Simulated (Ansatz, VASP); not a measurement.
One calculation of InAs, two programs

INCAR

```
  PREC = Accurate
  ENCUT = 520
  EDIFF = 1E-6
  ISMEAR = 0
  SIGMA = 0.1
  LREAL = False
  LASPH = True
  NELM = 100
  ALGO = Normal
  ISIF = 2
  LWAVE = False
  LCHARG = True
  GGA = PE
  LELF = True
  LVHAR = True
  NBANDS = 16
```

KPOINTS

```
regular mesh
0
Gamma
  16 16 16
```

The input POSCAR:

```
InAs
1.0
    0.0000000000      2.8756227841      2.8756227841
    2.8756227841      0.0000000000      2.8756227841
    2.8756227841      2.8756227841      0.0000000000
In As
1 1
Direct
    0.5000000000      0.5000000000      0.5000000000
    0.0000000000      0.0000000000      0.0000000000
```

Input for Ansatz:

```yaml
crystal:
  lattice:
    - [0.0, 2.8756227841, 2.8756227841]
    - [2.8756227841, 0.0, 2.8756227841]
    - [2.8756227841, 2.8756227841, 0.0]
  atoms:
    - { symbol: In, position: [0.5, 0.5, 0.5] }
    - { symbol: As, position: [0.0, 0.0, 0.0] }
basis:
  ecutwfc: 420
kpoints:
  mp_grid: { grid: [16, 16, 16] }
  band_path:
    path:
      - [[0.0, 0.0, 0.0], [0.5, 0.0, 0.5], [0.625, 0.25, 0.625]]
      - [[0.375, 0.375, 0.75], [0.0, 0.0, 0.0], [0.5, 0.5, 0.5], [0.5, 0.25, 0.75], [0.5, 0.0, 0.5]]
    npoints: 14
hamiltonian:
  xc: pbe
scf:
  occupations: { method: gaussian, width: 0.1 }
  n_extra_bands: 6
output:
  forces: true
  stress: true
  eigenvalues: true
  populations: true
  dos: { projected: true, de: 0.02, nscf_kmesh: { grid: [20, 20, 20] } }
  bader: true
  write_density: true
  write_potential: true
  elf: true
  volumetric_format: npy
```

Measurements of this composition are mostly on another form, of space group No. 216.

Alike in both runs: task single point; functional PBE; k mesh 16 × 16 × 16; occupations gaussian, width 0.1 eV; no spin polarisation.

|  | VASP | Ansatz |
| --- | --- | --- |
| version | VASP 6.6.1 | Ansatz 0.2.0 |
| potentials or method | VASP PAW PBE potentials, release 64 (In_d, As) | scalar-relativistic, plane waves, PAW |
| plane-wave cutoff (eV) | 520 | 420 |
| valence electrons in the cell | 18 | 28 |

```tsv
	VASP	Ansatz	Ansatz less VASP
gap on the k mesh at the Fermi level (eV)	none	none	-
pressure (GPa)	0.0	0.0	-0.04
```

A gap of «none» marks a metal or a gap that the smearing closes. With one functional, cell and mesh, what is left measures potentials, basis and numerics. The two sets of potentials don't hold the same shells in valence.
